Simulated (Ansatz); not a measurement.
Sn:

```
Sn
1.0
     0.00000    3.23334    3.23334
     3.23334    0.00000    3.23334
     3.23334    3.23334    0.00000
Sn
2
Direct
  0.75000 0.75000 0.75000
  0.50000 0.50000 0.50000
```

This isn't the form of Sn at room conditions, which is tetragonal (white tin).

| Quantity | Value |
| --- | --- |
| Program | Ansatz 0.2.0 |
| Task | relaxation of cell and atoms |
| Functional | BLYP |
| Dispersion | D4 |
| Potentials or basis | Ansatz PAW |
| Cutoff | 420 eV (not typed: the program's choice for these potentials) |
| k mesh | 7 × 7 × 7 |
| Occupations | fermi-dirac, width 0.05 eV |
| Spin | no spin polarisation |

At the start: volume 33.80 Å³/atom.

**Question.** How do energy, volume and symmetry change on relaxing?

**Answer.** It ends after 5 steps and the volume is 36.33 Å³/atom (+7.5 %); space group Fd-3m (No. 227, to 0.05 Å).

Step by step:
```csv
step,energy change (eV),largest force (eV/Å),volume (Å³)
1,0.0000,0.0000,67.61
2,-0.0343,0.0000,75.23
3,-0.0435,0.0000,73.07
4,-0.0439,0.0000,72.65
5,-0.0445,0.0000,72.65
```

Final structure:
```xyz
2
Lattice="0.0000 3.3119 3.3119 3.3119 0.0000 3.3119 3.3119 3.3119 0.0000" Properties=species:S:1:pos:R:3 pbc="T T T"
Sn    4.9678    4.9678    4.9678
Sn    3.3119    3.3119    3.3119
```

Caveat: the plane-wave basis is chosen anew once the cell has moved, so the energies of steps on either side of that aren't comparable; the PAW data sets come from PBE, with cores solved anew for the run's functional, which leaves a small shift of forces and pressure.
